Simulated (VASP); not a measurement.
## InSb (F-43m): a series in uniaxial stress along [001]

Wanted: the response of InSb to uniaxial stress along [001], as a table, with a fit that predicts a row left out.

Program: VASP 6.6.1. Level of theory: PBEsol; plane waves and PAW (In_d, Sb), in the first sound run; inputs show where later runs differ. Results are calculated unless marked as measured.

This is a report of a sequence of runs, with most program output left out.

### Step 1. Starting point

It takes space group F-43m (No. 216, cubic). Conventional cell: a = 6.479 Å, b = 6.479 Å, c = 6.479 Å, α = 90.00°, β = 90.00°, γ = 90.00°. In has 4 Sb at 2.81 Å nearest. Sb has 4 In at 2.81 Å nearest. Farther neighbours are not listed.

### Step 2. Relax the crystal, PBEsol

The series starts from the cell that this level prefers, so that zero strain is near zero stress.

This step took 2 runs in a row; the last is shown.

Level: PBEsol; plane waves and PAW (In_d, Sb).

INCAR reads:

```
SYSTEM = InSb
PREC = Accurate
ENCUT = 450
EDIFF = 1E-07
NELM = 120
ISMEAR = 0
SIGMA = 0.02
LREAL = .FALSE.
ALGO = Normal
GGA = PS
NBANDS = 15
LASPH = .TRUE.
LORBIT = 11
LWAVE = .FALSE.
LCHARG = .FALSE.
KPAR = 12
IBRION = 2
NSW = 40
ISIF = 3
EDIFFG = -0.005
POTIM = 0.4
```

POSCAR reads:

```
InSb
1.0
    0.0000000000      3.2608859940      3.2608859940
    3.2608859940      0.0000000000      3.2608859940
    3.2608859940      3.2608859940      0.0000000000
In Sb
1 1
Direct
    0.0000000000      0.0000000000      0.0000000000
    0.2500000000      0.2500000000      0.2500000000
```

KPOINTS reads:

```
Automatic mesh
0
Gamma
8 8 8
0 0 0
```

Potentials, in the order of the species: In_d and Sb (PBE family, release 64).

Started as:

```sh
$ mpirun -np 12 vasp_std
```

The job ended after 3 s (12 MPI ranks of Intel Xeon 6975P-C (Granite Rapids), shared host; peak memory 2.3 GiB).

This run gave:

* energy(sigma→0) of the program: -7.6958 eV
* stress, compression positive: xx, yy, zz 0.00, 0.00, 0.00 GPa
* volume: 69.348 Å³
* ionic steps: 1

### Step 3. Strain across the axis, PBEsol

One member in full: the axis is strained by -1.5 %, and the two directions across it are strained alike until their mean stress is under 0.012 GPa or five steps are spent.

This step took 3 runs, each at a new trial strain with the atoms of the one before; the last is shown.

Level: PBEsol; plane waves and PAW (In_d, Sb); cell typed or built by script.

Edit INCAR of step 2 so:

```diff
@@ -15,7 +15,7 @@
 LCHARG = .FALSE.
-KPAR = 12
-IBRION = 2
-NSW = 40
-ISIF = 3
-EDIFFG = -0.005
-POTIM = 0.4
+KPAR = 3
+IBRION = 1
+NSW = 25
+ISIF = 2
+EDIFFG = -0.004
+POTIM = 0.3
```

POSCAR reads:

```
InSb
1.0
    0.0000000000      3.2787741770      3.2119727040
    3.2787741770      0.0000000000      3.2119727040
    3.2787741770      3.2787741770      0.0000000000
In Sb
1 1
Direct
    0.0000000000      0.0000000000      0.0000000000
    0.2500000000      0.2500000000      0.2500000000
```

KPOINTS is that of step 2.

Started as:

```sh
$ mpirun -np 3 vasp_std
```

Run time: 6.6 s. Hardware: 3 MPI ranks; peak memory 0.59 GiB; 18 s of CPU time.

This run gave:

- energy(sigma→0) of the program: -7.6942 eV
- stress, compression positive: xx, yy, zz 0.00, 0.00, 0.52 GPa
- ionic steps: 1

### Step 4. Band edges, TB-mBJ with spin-orbit coupling

Short lines in KPOINTS_OPT sample the zone centre along and across the axis, for masses, and the other valleys.

Level: TB-mBJ, spin-orbit coupling; plane waves and PAW (In_d, Sb); cell typed or built by script.

TB-mBJ has no energy functional, so the total energy, stress and pressure in this output mean nothing.

INCAR reads:

```
SYSTEM = InSb
PREC = Accurate
ENCUT = 450
EDIFF = 1E-06
NELM = 150
ISMEAR = 0
SIGMA = 0.02
LREAL = .FALSE.
ALGO = Normal
METAGGA = MBJ
LASPH = .TRUE.
LNONCOLLINEAR = .TRUE.
MAGMOM = 0 0 0 0 0 0
NBANDS = 28
GGA_COMPAT = .FALSE.
LSORBIT = .TRUE.
LWAVE = .FALSE.
LCHARG = .FALSE.
KPAR = 3
```

POSCAR is that of step 3.

KPOINTS reads:

```
Automatic mesh
0
Gamma
6 6 6
0 0 0
```

KPOINTS_OPT reads:

```
Line mode
6
Line-mode
Reciprocal
  0.00000000   0.00000000   0.00000000
  0.02556007   0.02556007  -0.00000000

  0.00000000   0.00000000   0.00000000
  0.00000000  -0.02609166  -0.02609166

  0.31000000   0.31000000   0.00000000
  0.50000000   0.50000000   0.00000000

  0.00000000   0.31000000   0.31000000
  0.00000000   0.50000000   0.50000000

  0.45000000   0.45000000   0.45000000
  0.50000000   0.50000000   0.50000000

  0.45000000   0.00000000   0.00000000
  0.50000000   0.00000000   0.00000000

  0.42500000   0.42500000   0.00000000
  0.42500000   0.45109166   0.02609166

  0.50000000   0.50000000   0.50000000
  0.48155041   0.51844959   0.50000000
```

Started as:

```sh
$ mpirun -np 3 vasp_ncl
```

The job ended after 79 s (3 MPI ranks; peak memory 1.4 GiB; 3.9 min of CPU time).

### Step 5. Band edges, r2SCAN with spin-orbit coupling

Level: r2SCAN, spin-orbit coupling; plane waves and PAW (In_d, Sb); cell typed or built by script.

Edit INCAR of step 4 so:

```diff
@@ -4,3 +4,3 @@
 EDIFF = 1E-06
-NELM = 150
+NELM = 100
 ISMEAR = 0
@@ -9,3 +9,3 @@
 ALGO = Normal
-METAGGA = MBJ
+METAGGA = R2SCAN
 LASPH = .TRUE.
```

POSCAR is that of step 4.

KPOINTS is that of step 4.

KPOINTS_OPT is that of step 4.

Started as:

```sh
$ mpirun -np 3 vasp_ncl
```

It took 2.2 min on 3 MPI ranks; peak memory 1.2 GiB.

Numbers from this step:

```
energy(sigma→0) of the program : -48.8371 eV
stress, compression positive   : xx, yy, zz 0.86, 0.86, 1.40 GPa
```

The run ends at a pressure of 1.04 GPa.

### Step 6. The whole series

The other members went through these steps as far as the tables show, with the same cutoff and, step by step, the same mesh; 40 runs are not shown. The session took 2.0 core hours (wall time by ranks) on a shared machine.

```csv
strain along the axis (%),strain across the axis (%),"stress along the axis, tension positive (GPa)",energy above the unstrained row (meV/atom)
-2.000,0.730,-0.692,1.470
-1.500,0.549,-0.516,0.805
-1.000,0.368,-0.335,0.343
-0.500,0.184,-0.158,0.079
0,0.000,0.004,0.000
0.500,-0.198,0.166,0.086
1.000,-0.359,0.370,0.375
1.500,-0.528,0.569,0.876
2.000,-0.696,0.773,1.592
```

Slopes at zero strain, from cubics through all rows: strain ratio -0.368, stress over strain 35 GPa.

Band edges at TB-mBJ with spin-orbit coupling, counted from the valence-band top at Γ, spin-orbit pairs averaged, with one row partly withheld:

```csv
strain along the axis (%),gap (eV),conduction band at Γ (eV),Δ or X valley along z (eV),Δ or X valley along x (eV),"lowest conduction level at L, [111] (eV)","lowest conduction level at L, [-111] (eV)",second valence level below the top (eV),third valence level below the top (eV)
-2.000,0.149,0.149,1.282,1.482,0.763,0.763,0.094,0.749
-1.500,0.155,0.155,1.330,1.480,0.777,0.777,0.070,0.733
-1.000,0.161,0.161,1.378,1.477,0.790,0.790,0.046,0.718
-0.500,?,?,1.424,1.474,0.801,0.801,0.023,0.705
0,0.170,0.170,1.471,1.471,0.811,0.811,0.000,0.692
0.500,0.152,0.152,1.494,1.444,0.797,0.797,0.023,0.704
1.000,0.130,0.130,1.517,1.419,0.782,0.782,0.045,0.716
1.500,0.108,0.108,1.539,1.393,0.765,0.765,0.066,0.729
2.000,0.086,0.086,1.561,1.368,0.748,0.748,0.086,0.743
```

### Step 7. Fit and prediction

The quantity to fit is the conduction level at Γ above the mean of the three top valence levels at TB-mBJ with spin-orbit coupling: 0.430, 0.423, 0.416, 0.401, 0.395, 0.384, 0.373, 0.362 eV in the rows shown.

A least-squares parabola through the 8 rows shown, with e the strain in %: E = − 0.001455 e² − 0.01659 e + 0.4016 (eV), r.m.s. residual 8.0e-4 eV.

For the withheld row, e = -0.5, the fit gives 0.4095 eV.

### Step 8. The withheld row

The calculation gives 0.4084 eV, so the prediction is 0.0011 eV too high, within twice the residual of the fit.

### Step 9. Summary of results

| Quantity | Value |
| --- | --- |
| Poisson ratio | 0.368 |
| Young's modulus along the axis | 35 GPa |
| gap of the unstrained cell, TB-mBJ with spin-orbit coupling | 0.17 eV |
| slope at zero strain of the conduction level at Γ above the mean of the three top valence levels, TB-mBJ with spin-orbit coupling | -17 meV per % |
| error of the predicted row | 1.1 meV |

In words: As a check, the curvature of the energy gives 34 GPa for the same modulus (energy per volume = E/2 × strain²), 3 % from the slope of the stress. At TB-mBJ with spin-orbit coupling the lowest conduction valley is Γ throughout, and the gap runs between 0.09 and 0.17 eV. At r2SCAN with spin-orbit coupling the gap falls under 0.05 eV in some or all rows, where bands may have changed order, so that level, though run, gets no table. The gap at PBEsol is under 0.05 eV in some or all rows and is left out; the elastic columns come from such cells and can be uneven. Hole masses are left out throughout, since the top bands are degenerate or cross in many series; of conduction masses, those of the Γ, L and (for Si and Ge under (001) strain) Δ valleys are kept where they change by under an eighth between rows. TB-mBJ is a potential fitted for gaps; it has no energy functional, so its total energies and forces mean nothing, and its bands tend to come out too narrow. Δ or X levels are the lowest on their line, refined by a parabola unless they lie at X; the gap is read from all points sampled and can differ from the lowest valley by some meV, or by tens of meV where strain moves the valence top off Γ. Temperature, zero-point motion and excitons are left out.

[Lines on the potential files, build, host, timing and source positions are cut from VASP's logs without a mark.]

[Logs are printed without paths, hosts, clocks, repeated set-up lines and the standing remarks that a program may print on its own settings, such as how far it seeks lower states.]

[Hosts, paths, dates, database ids (printed as entryN), source tags and the programs' standing remarks are cut or masked in the printed files.]

[In band tables of VASP the shares of atoms and orbitals are scaled to a sum of 1 inside the atoms' spheres.]
